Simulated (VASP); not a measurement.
# KBr (Fm-3m) in VASP: a series of runs

The runs below take KBr through relaxation of cell and atoms, with PBEsol, r2SCAN.

Everything below comes from runs of VASP 6.6.1. Logs are shortened: lines on timing, memory, paths and dates and some standing lists are left out, and cuts for length are marked.

## Step 1: The crystal as given

The structure is cubic, space group Fm-3m (No. 225). The conventional cell has a = 6.589 Å, b = 6.589 Å, c = 6.589 Å, α = 90.00°, β = 90.00°, γ = 90.00°. K (site symmetry m-3m) is surrounded by 6 Br at 3.29 Å. Around Br (site symmetry m-3m) lie 6 K at 3.29 Å.

The cell is a database's computed one.

## Step 2: Relaxation of cell and atoms, PBEsol

The input, INCAR:

```
ALGO = Fast
EDIFF = 1E-6
EDIFFG = -0.01
ENCUT = 600
GGA = PS
IBRION = 2
ISIF = 3
ISMEAR = 0
LASPH = True
LCHARG = False
LREAL = False
LWAVE = False
NELM = 80
NSW = 40
PREC = Accurate
SIGMA = 0.02
```

The input, KPOINTS:

```
k-points
0
Gamma
  2 2 2
```

The input, POSCAR:

```
KBr
1.0
    0.0000000000      3.2945409700      3.2945409700
    3.2945409700      0.0000000000      3.2945409700
    3.2945409700      3.2945409700      0.0000000000
K Br
1 1
Direct
    0.0000000000      0.0000000000      0.0000000000
    0.5000000000      0.5000000000      0.5000000000
```

Potentials or basis: VASP PAW PBE potentials, release 64 (K_sv, Br).

On the command line:

```
cat potpaw_PBE.64/K_sv/POTCAR potpaw_PBE.64/Br/POTCAR > POTCAR
mpirun -np 1 vasp_std > vasp.out
```

OUTCAR:

```text
EDIFF = 1E-6
   EDIFFG = -0.01
   ENCUT = 600
   GGA = PS
   IBRION = 2
   ISIF = 3
   ISMEAR = 0
   LASPH = True
   LREAL = False
   NELM = 80
   NSW = 40
   PREC = Accurate

 ion  position               nearest neighbor table
   1  0.000  0.000  0.000-   2 3.29   2 3.29   2 3.29   2 3.29   2 3.29   2 3.29
   2  0.500  0.500  0.500-   1 3.29   1 3.29   1 3.29   1 3.29   1 3.29   1 3.29

  LATTYP: Found a face centered cubic cell.
 ALAT       =     6.5890819400

  Lattice vectors:

 A1 = (   0.0000000000,   3.2945409700,   3.2945409700)
 A2 = (   3.2945409700,   0.0000000000,   3.2945409700)
 A3 = (   3.2945409700,   3.2945409700,   0.0000000000)

Analysis of symmetry for initial positions (statically):
=====================================================================
 Subroutine PRICEL returns:
 Original cell was already a primitive cell.

 Routine SETGRP: Setting up the symmetry group for a
 face centered cubic supercell.

 Subroutine GETGRP returns: Found 48 space group operations
 (whereof 48 operations were pure point group operations)
 out of a pool of 48 trial point group operations.

The static configuration has the point symmetry O_h .

Analysis of symmetry for dynamics (positions and initial velocities):
=====================================================================
 Subroutine PRICEL returns:
 Original cell was already a primitive cell.

 Routine SETGRP: Setting up the symmetry group for a
 face centered cubic supercell.

 Subroutine GETGRP returns: Found 48 space group operations
 (whereof 48 operations were pure point group operations)
 out of a pool of 48 trial point group operations.

The dynamic configuration has the point symmetry O_h .

 Subroutine INISYM returns: Found 48 space group operations
 (whereof 48 operations are pure point group operations),
 and found     1 'primitive' translations

----------------------------------------------------------------------------------------

                                     Primitive cell

  volume of cell :      71.5179

  direct lattice vectors                    reciprocal lattice vectors
     0.000000000  3.294540970  3.294540970    -0.151766211  0.151766211  0.151766211
     3.294540970  0.000000000  3.294540970     0.151766211 -0.151766211  0.151766211
     3.294540970  3.294540970  0.000000000     0.151766211  0.151766211 -0.151766211

  length of vectors
     4.659184522  4.659184522  4.659184522     0.262866788  0.262866788  0.262866788

  position of ions in fractional coordinates (direct lattice)
     0.000000000  0.000000000  0.000000000
     0.500000000  0.500000000  0.500000000

  ion indices of the primitive-cell ions
   primitive index   ion index
                 1           1
                 2           2

----------------------------------------------------------------------------------------

 KPOINTS: k-points

Automatic generation of k-mesh.
 Grid dimensions read from file:
 generate k-points for:    2    2    2

 Generating k-lattice:

  Cartesian coordinates                     Fractional coordinates (reciprocal lattice)
    -0.075883105  0.075883105  0.075883105     0.500000000  0.000000000  0.000000000
     0.075883105 -0.075883105  0.075883105     0.000000000  0.500000000  0.000000000
     0.075883105  0.075883105 -0.075883105     0.000000000  0.000000000  0.500000000

  Length of vectors
     0.131433394  0.131433394  0.131433394

  Shift w.r.t. Gamma in fractional coordinates (k-lattice)
     0.000000000  0.000000000  0.000000000

 Subroutine IBZKPT returns following result:
 ===========================================

 Found      3 irreducible k-points:

 Following reciprocal coordinates:
            Coordinates               Weight
  0.000000  0.000000  0.000000      1.000000
  0.500000  0.000000  0.000000      4.000000
  0.500000  0.500000  0.000000      3.000000
   k-points           NKPTS =      3   k-points in BZ     NKDIM =      3   number of bands    NBANDS=     12
   number of dos      NEDOS =    301   number of ions     NIONS =      2
   total plane-waves  NPLWV =  64000
   dimension x,y,z NGX =    40 NGY =   40 NGZ =   40
   dimension x,y,z NGXF=    80 NGYF=   80 NGZF=   80
   ions per type =               1   1
   NGX,Y,Z   is equivalent  to a cutoff of  14.27, 14.27, 14.27 a.u.
   NGXF,Y,Z  is equivalent  to a cutoff of  28.55, 28.55, 28.55 a.u.
 SYSTEM =  unknown system
   PREC   = accura    normal or accurate (medium, high low for compatibility)
   ISTART =      0    job   : 0-new  1-cont  2-samecut
   ICHARG =      2    charge: 1-file 2-atom 10-const
   ISPIN  =      1    spin polarized calculation?
   LNONCOLLINEAR =      F non collinear calculations
   LSORBIT =      F    spin-orbit coupling
   LASPH  =      T    aspherical Exc in radial PAW
   ENCUT  =  600.0 eV  44.10 Ry    6.64 a.u.   9.31  9.31  9.31*2*pi/ulx,y,z
   NELM   =     80;   NELMIN=  2; NELMDL= -5     # of ELM steps
   EDIFF  = 0.1E-05   stopping-criterion for ELM
   LREAL  =      F    real-space projection
   EDIFFG = -.1E-01   stopping-criterion for IOM
   NSW    =     40    number of steps for IOM
   IBRION =      2    ionic relax: 0-MD 1-quasi-New 2-CG
   NFREE  =      1    steps in history (QN), initial steepest desc. (CG)
   ISIF   =      3    stress and relaxation
   ISYM   =      2    0-nonsym 1-usesym 2-fastsym
   POTIM  = 0.5000    time-step for ionic-motion
   TEBEG  =    0.0;   TEEND  =   0.0 temperature during run
   PSTRESS=    0.0 pullay stress
   NELECT =      16.0000    total number of electrons
   NUPDOWN=      -1.0000    fix difference up-down
   EMIN   =  10.00;   EMAX   =-10.00  energy-range for DOS
   EFERMI =   0.00;   METHOD = LEGACY
   ISMEAR =     0;   SIGMA  =   0.02  broadening in eV -4-tet -1-fermi 0-gaus
   EFERMI_NEDOS =   21; number of points for ismear=-14 and -15
   IALGO  =     68    algorithm
   IMIX   =      4    mixing-type and parameters
     AMIX     =   0.40;   BMIX     =  1.00
     AMIX_MAG =   1.60;   BMIX_MAG =  1.00
  volume/ion in A,a.u.               =      35.76       241.31
  Fermi-wavevector in a.u.,A,eV,Ry     =   0.993825  1.878057 13.438313  0.987688
  Thomas-Fermi vector in A             =   2.125734
   LORBIT       =      0    0 simple, 1 ext, 2 COOP (PROOUT), +10 PAW based schemes
   GGA     = PS    functional components
   LHFCALC =     F    Hartree Fock is set to
   AEXX    =    0.0000 exact exchange contribution
   IVDW    =     0    specifies the selected vdW correction
   LEPSILON=     F    determine dielectric tensor
   LRPA    =     F    only Hartree local field effects (RPA)
 conjugate gradient relaxation of ions
 non-spin polarized calculation
 RMM-DIIS sequential band-by-band and
 Gauss-broadening in eV      SIGMA  =   0.02
  energy-cutoff  :      600.00
  volume of cell :       71.52
 maximum number of plane-waves:      2421
 NGX is ok and might be reduce to    40
   NGX = 19   NGY = 19   NGZ = 19

--------------------------------------- Ionic step        1  -------------------------------------------

 number of electron      16.0000000 magnetization

 Free energy of the ion-electron system (eV)
  ---------------------------------------------------
  ext. energy  EPLUGINS =         0.00000000
  ---------------------------------------------------
  free energy    TOTEN  =        -6.34646965 eV

  energy without entropy =       -6.34646965  energy(sigma->0) =       -6.34646965

------------------------ aborting loop because EDIFF is reached ----------------------------------------

  FORCE on cell =-STRESS in cart. coord.  units (eV):
  Direction    XX          YY          ZZ          XY          YZ          ZX
  --------------------------------------------------------------------------------------
  -------------------------------------------------------------------------------------
  Total        0.1692472      0.1692472      0.1692472      0.0000000     -0.0000000     -0.0000000
  in kB        3.7915544      3.7915544      3.7915544      0.0000000     -0.0000000     -0.0000000
  external PRESSURE =       3.7915544 kB  Pullay stress =       0.0000000 kB

 VOLUME and BASIS-vectors are now :
 -----------------------------------------------------------------------------
  energy-cutoff  :      600.00
  volume of cell :       71.52
      direct lattice vectors                 reciprocal lattice vectors
     0.000000000  3.294540970  3.294540970    -0.151766211  0.151766211  0.151766211
     3.294540970  0.000000000  3.294540970     0.151766211 -0.151766211  0.151766211
     3.294540970  3.294540970  0.000000000     0.151766211  0.151766211 -0.151766211

 POSITION                                       TOTAL-FORCE (eV/Angst)
 -----------------------------------------------------------------------------------
      0.00000      0.00000      0.00000        -0.000000     -0.000000      0.000000
      3.29454      3.29454      3.29454         0.000000      0.000000     -0.000000
 -----------------------------------------------------------------------------------
    total drift:                                0.000000     -0.000000     -0.000000

  FREE ENERGIE OF THE ION-ELECTRON SYSTEM (eV)
  ---------------------------------------------------
  free  energy   TOTEN  =        -6.3464696519 eV

  energy  without entropy=       -6.3464696519  energy(sigma->0) =       -6.34646965

--------------------------------------- Ionic step        2  -------------------------------------------

 number of electron      16.0000000 magnetization

------------------------ aborting loop because EDIFF is reached ----------------------------------------

  FORCE on cell =-STRESS in cart. coord.  units (eV):
  Direction    XX          YY          ZZ          XY          YZ          ZX
  --------------------------------------------------------------------------------------
  -------------------------------------------------------------------------------------
  Total        0.0870676      0.0870676      0.0870676      0.0000000     -0.0000000      0.0000000
  in kB        1.9268337      1.9268337      1.9268337      0.0000000     -0.0000000      0.0000000
  external PRESSURE =       1.9268337 kB  Pullay stress =       0.0000000 kB

 VOLUME and BASIS-vectors are now :
 -----------------------------------------------------------------------------
  energy-cutoff  :      600.00
  volume of cell :       72.40
      direct lattice vectors                 reciprocal lattice vectors
     0.000000000  3.307990824  3.307990824    -0.151149150  0.151149150  0.151149150
     3.307990824 -0.000000000  3.307990824     0.151149150 -0.151149150  0.151149150
     3.307990824  3.307990824 -0.000000000     0.151149150  0.151149150 -0.151149150

 POSITION                                       TOTAL-FORCE (eV/Angst)
 -----------------------------------------------------------------------------------
      3.30799      3.30799     -0.00000        -0.000000     -0.000000     -0.000000
      3.30799      3.30799      3.30799         0.000000      0.000000      0.000000
 -----------------------------------------------------------------------------------
    total drift:                                0.000000     -0.000000     -0.000000

  FREE ENERGIE OF THE ION-ELECTRON SYSTEM (eV)
  ---------------------------------------------------
  free  energy   TOTEN  =        -6.3480274864 eV

  energy  without entropy=       -6.3480274864  energy(sigma->0) =       -6.34802749

--------------------------------------- Ionic step        3  -------------------------------------------

 number of electron      15.9999999 magnetization

 Free energy of the ion-electron system (eV)
  ---------------------------------------------------
  ext. energy  EPLUGINS =         0.00000000
  ---------------------------------------------------
  free energy    TOTEN  =        -6.34856018 eV

  energy without entropy =       -6.34856018  energy(sigma->0) =       -6.34856018

 E-fermi :  -1.7064     XC(G=0):  -7.4106

 val. band max:       -1.8279138368   @ k =   0.0000   0.0000   0.0000
 cond. band min:       2.3670940757   @ k =   0.0000   0.0000   0.0000
 fundamental gap:      4.1950079125
 Fermi energy:        -1.7063514055

 k-point     1 :       0.0000    0.0000    0.0000
  band No.  band energies     occupation
      1     -29.6007      2.00000
      2     -14.0861      2.00000
      3     -13.1399      2.00000
      4     -13.1399      2.00000
      5     -13.1399      2.00000
      6      -1.8279      2.00000
      7      -1.8279      2.00000
      8      -1.8279      2.00000
      9       2.3671      0.00000
     10       5.6370      0.00000
     11       5.6370      0.00000
     12       5.6370      0.00000

 k-point     2 :       0.5000    0.0000    0.0000
  band No.  band energies     occupation
      1     -29.5956      2.00000
      2     -14.2656      2.00000
      3     -13.1454      2.00000
      4     -13.1454      2.00000
      5     -12.8926      2.00000
      6      -3.0025      2.00000
      7      -2.1541      2.00000
      8      -2.1541      2.00000
      9       4.5386      0.00000
     10       6.1933      0.00000
     11       7.7615      0.00000
     12       7.7620      0.00000

 k-point     3 :       0.5000    0.5000    0.0000
  band No.  band energies     occupation
      1     -29.5941      2.00000
      2     -13.9916      2.00000
      3     -13.2247      2.00000
      4     -13.1736      2.00000
      5     -13.1736      2.00000
      6      -2.6453      2.00000
      7      -2.1147      2.00000
      8      -2.1147      2.00000
      9       3.9034      0.00000
     10       5.1310      0.00000
     11       7.3835      0.00000
     12       7.3986      0.00000

------------------------ aborting loop because EDIFF is reached ----------------------------------------

  FORCE on cell =-STRESS in cart. coord.  units (eV):
  Direction    XX          YY          ZZ          XY          YZ          ZX
  --------------------------------------------------------------------------------------
  -------------------------------------------------------------------------------------
  Total       -0.0153044     -0.0153044     -0.0153044     -0.0000000     -0.0000000      0.0000000
  in kB       -0.3335439     -0.3335439     -0.3335439     -0.0000000     -0.0000000      0.0000000
  external PRESSURE =      -0.3335439 kB  Pullay stress =       0.0000000 kB

 VOLUME and BASIS-vectors are now :
 -----------------------------------------------------------------------------
  energy-cutoff  :      600.00
  volume of cell :       73.51
      direct lattice vectors                 reciprocal lattice vectors
     0.000000000  3.324921846  3.324921846    -0.150379475  0.150379475  0.150379475
     3.324921846 -0.000000000  3.324921846     0.150379475 -0.150379475  0.150379475
     3.324921846  3.324921846 -0.000000000     0.150379475  0.150379475 -0.150379475

 POSITION                                       TOTAL-FORCE (eV/Angst)
 -----------------------------------------------------------------------------------
      0.00000      0.00000      0.00000         0.000000      0.000000     -0.000000
      3.32492      3.32492      3.32492        -0.000000     -0.000000      0.000000
 -----------------------------------------------------------------------------------
    total drift:                                0.000000     -0.000000     -0.000000

  FREE ENERGIE OF THE ION-ELECTRON SYSTEM (eV)
  ---------------------------------------------------
  free  energy   TOTEN  =        -6.3485601754 eV

  energy  without entropy=       -6.3485601754  energy(sigma->0) =       -6.34856018

 reached required accuracy - stopping structural energy minimisation
```

Run time: 17 s. Hardware: 1 thread of Intel Xeon Platinum 8488C (Sapphire Rapids), shared host; peak memory 0.23 GiB.

Results:

```
Free energy                            : -6.3486 eV
Relaxed volume                         : 36.76 Å³/atom
Relaxed cell                           : a = 4.702 Å, b = 4.702 Å, c = 4.702 Å, α = 60.00°, β = 60.00°, γ = 60.00°
Space group after relaxing (to 0.05 Å) : Fm-3m (No. 225)
Energy gained by relaxing              : 1.0 meV/atom
Ionic steps                            : 3
Pressure after relaxing                : 0.0 GPa
Band gap on the k mesh                 : 4.20 eV, direct
```

The path:
| step | energy change (eV) | largest force (eV/Å) | pressure (GPa) | volume (Å³) |
| --- | --- | --- | --- | --- |
| 1 | 0.0000 | 0.0000 | 0.38 | 71.52 |
| 2 | -0.0016 | 0.0000 | 0.19 | 72.40 |
| 3 | -0.0021 | 0.0000 | -0.03 | 73.51 |

Final structure:
```cif
data_structure
_symmetry_space_group_name_H-M 'P 1'
_symmetry_Int_Tables_number 1
_cell_length_a 4.7021
_cell_length_b 4.7021
_cell_length_c 4.7021
_cell_angle_alpha 60.000
_cell_angle_beta 60.000
_cell_angle_gamma 60.000
_cell_volume 73.51
loop_
_atom_site_label
_atom_site_type_symbol
_atom_site_fract_x
_atom_site_fract_y
_atom_site_fract_z
_atom_site_occupancy
K1 K 0.00000 0.00000 0.00000 1
Br1 Br 0.50000 0.50000 0.50000 1
```

Levels at points of the mesh, in eV from the valence-band top:
```
           k point  band 5  band 6  band 7  band 8  band 9  band 10  band 11  band 12
(0.00, 0.00, 0.00)  -11.31    0.00    0.00    0.00    4.20     7.46     7.46     7.46
(0.50, 0.00, 0.00)  -11.06   -1.17   -0.33   -0.33    6.37     8.02     9.59     9.59
(0.50, 0.50, 0.00)  -11.35   -0.82   -0.29   -0.29    5.73     6.96     9.21     9.23
```

Caveat: the k mesh is coarse (spacing up to 0.83 Å⁻¹), so the values aren't converged; the PAW data sets were made with another functional, which shifts forces and pressure a little.

## Step 3: Relaxation of cell and atoms, r2SCAN

The input, INCAR:

```
SYSTEM = KBr
PREC = Accurate ; ENCUT = 600
EDIFF = 1E-7 ; ISMEAR = 0
SIGMA = 0.02 ; LREAL = .FALSE.
LASPH = .TRUE. ; NELM = 60
ALGO = Normal ; ISIF = 3
LWAVE = .FALSE. ; LCHARG = .FALSE.
METAGGA = R2SCAN ; LMIXTAU = .TRUE.
IBRION = 2 ; NSW = 60
EDIFFG = -0.01
```

The input, KPOINTS:

```
Automatic mesh
0
G
  7 7 7
  0 0 0
```

POSCAR is that of step 2.

Potentials or basis: VASP PAW PBE potentials, release 64 (K_sv, Br).

On the command line:

```
cat potpaw_PBE.64/K_sv/POTCAR potpaw_PBE.64/Br/POTCAR > POTCAR
mpirun -np 1 vasp_std > vasp.out
```

Run time: 3.8 min. Hardware: 1 thread of AMD EPYC 9R45 (Zen 5), shared host; peak memory 0.25 GiB.

Results (log left out):

```yaml
Free_energy: -23.2496 eV
Relaxed_volume: 36.16 Å³/atom
Relaxed_cell: a = 4.676 Å, b = 4.676 Å, c = 4.676 Å, α = 60.00°, β = 60.00°, γ = 60.00°
Space_group_after_relaxing_to_0.05_Å: Fm-3m (No. 225)
Energy_gained_by_relaxing: 0.2 meV/atom
Ionic_steps: 3
Pressure_after_relaxing: 0.0 GPa
Band_gap_on_the_k_mesh: 5.06 eV, direct
```

Step by step:
| step | energy change (eV) | largest force (eV/Å) | pressure (GPa) | volume (Å³) |
| --- | --- | --- | --- | --- |
| 1 | 0.0000 | 0.0000 | 0.16 | 71.52 |
| 2 | -0.0003 | 0.0000 | 0.07 | 71.88 |
| 3 | -0.0003 | 0.0000 | -0.02 | 72.31 |

Final structure:
```cif
data_structure
_symmetry_space_group_name_H-M 'P 1'
_symmetry_Int_Tables_number 1
_cell_length_a 4.6764
_cell_length_b 4.6764
_cell_length_c 4.6764
_cell_angle_alpha 60.000
_cell_angle_beta 60.000
_cell_angle_gamma 60.000
_cell_volume 72.31
loop_
_atom_site_label
_atom_site_type_symbol
_atom_site_fract_x
_atom_site_fract_y
_atom_site_fract_z
_atom_site_occupancy
K1 K 0.00000 0.00000 0.00000 1
Br1 Br 0.50000 0.50000 0.50000 1
```

Levels at points of the mesh, in eV from the valence-band top:
```csv
k point,band 6,band 7,band 8,band 9,band 10,band 11
"(0.00, 0.00, 0.00)",0.00,0.00,0.00,5.06,8.23,8.23
```

Caveat: the PAW data sets were made with another functional, which shifts forces and pressure a little; an odd mesh through Γ misses points on the zone boundary, where band edges often lie.
